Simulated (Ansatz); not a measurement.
The elements of this relaxed trial crystal are hidden behind letters.

```
lattice vectors (Å)
   6.9677    0.0000    0.0000
   0.0000    6.9677    0.0000
   0.0000    0.0000    3.6931
fractional positions
X 0.6641 0.6641 0.5000
X 0.1641 0.8359 0.2500
X 0.3359 0.3359 0.0000
X 0.8359 0.1641 0.7500
Z 0.8317 0.8317 0.0000
Z 0.3317 0.6683 0.7500
Z 0.1683 0.1683 0.5000
Z 0.6683 0.3317 0.2500
```

Computed with Ansatz, DFT PBE, scalar-relativistic, plane waves, PAW. Plane waves to 420 eV, a 4×4×6 mesh through Γ for the 8-atom cell and 0.02 eV Gaussian smearing; no spin polarisation.

* Space group: P4_12_12 (No. 92)
* Conventional cell: a = 6.968 Å, c = 3.693 Å
* Volume per atom: 22.41 Å³
* Density: 2.09 g/cm³
* Energy over the elements: −1.312 eV/atom
* Gap on the 4×4×6 mesh of the 8-atom cell: 2.85 eV

Energies are uncorrected and count from the elements' standard states at the same level.

Problem. X is an s-block element of period 3 and Z is a p-block element of period 3. Which elements are they?

Solution. X = Mg, Z = S, so the formula is MgS. Density times volume gives a mean mass of 2.09 × 22.41/1.6605 = 28.2 u per atom, and this set has 28.2 u. Among the elements that the hints allow, noble gases aside, only these give it. Mg is surrounded by 4 S at 2.48–2.49 Å; S is surrounded by 4 Mg at 2.48–2.49 Å.

Kohn–Sham gaps at this level usually fall short of measured ones. Symmetry constrained the relaxation, so the result can be a saddle point. Another cell of MgS relaxed alike, in Pm-3n, lies 51 meV/atom lower, so this cell isn't the stable form at this level.
